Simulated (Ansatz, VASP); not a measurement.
Given: the input of a run of VASP 6.6.1 on Au (Gold). 

File INCAR:

```
ALGO = Fast
EDIFF = 1E-7
EDIFFG = -0.005
ENCUT = 600
GGA = CA
IBRION = 2
ISIF = 3
ISMEAR = -1
LASPH = T
LCHARG = F
LREAL = F
LWAVE = F
NELM = 100
NSW = 60
PREC = Accurate
SIGMA = 0.05
```

Contents of KPOINTS:

```
k-points
0
Gamma
  11 11 11
```

The input POSCAR:

```
Au
1.0
    0.0000000000      2.0350000000      2.0350000000
    2.0350000000      0.0000000000      2.0350000000
    2.0350000000      2.0350000000      0.0000000000
Au
1
Direct
    0.0000000000      0.0000000000      0.0000000000
```

Potentials or basis: VASP PAW LDA potentials, release 64 (Au).

Launch:

```sh
$ cat potpaw_LDA.64/Au/POTCAR > POTCAR
$ mpirun -np 1 vasp_std > vasp.out
```

Problem. Translate it to Ansatz 0.2.0. Potentials or basis there: all-electron LAPW, scalar-relativistic.

Solution. As run (cutoffs and basis follow the program's own potentials, and thresholds, step limits or extra output files can differ):

File input.yaml:

```yaml
crystal:
  lattice:
    - [0.0, 2.035, 2.035]
    - [2.035, 0.0, 2.035]
    - [2.035, 2.035, 0.0]
  atoms:
    - { symbol: Au, position: [0.0, 0.0, 0.0] }
kpoints:
  mp_grid: { grid: [11, 11, 11] }
scf:
  occupations: { method: fermi_dirac, width: 0.05 }
hamiltonian:
  xc: lda
  pseudopotentials: { kind: all_electron, lapw: { basis_error: 0.001 } }
output:
  forces: true
  stress: true
relax:
  f_tol: 0.02
  max_steps: 60
  cell: {}
```

Potentials or basis: all-electron LAPW, scalar-relativistic.

The run is started by

```sh
$ ansatz run input.yaml --threads 1 --pin off --max-ram 3072MiB --backend cpu --events-out ev --progress --plain --runs-dir out
```

Both were run:

|  | VASP | Ansatz |
| --- | --- | --- |
| Relaxed volume | 16.63 Å³/atom | 16.58 Å³/atom |
| Relaxed cell | a = 2.865 Å, b = 2.865 Å, c = 2.865 Å, α = 60.00°, β = 60.00°, γ = 60.00° | a = 2.862 Å, b = 2.862 Å, c = 2.862 Å, α = 60.00°, β = 60.00°, γ = 60.00° |
| Space group after relaxing | Fm-3m (No. 225) | Fm-3m (No. 225) |
| Pressure after relaxing | 0.0 GPa | 0.0 GPa |

Where Ansatz's input types no cutoff or centring, it takes its own default and a Γ-centred mesh.

The two programs' LDA may be different fits to the electron gas.

Pressure is positive in compression.
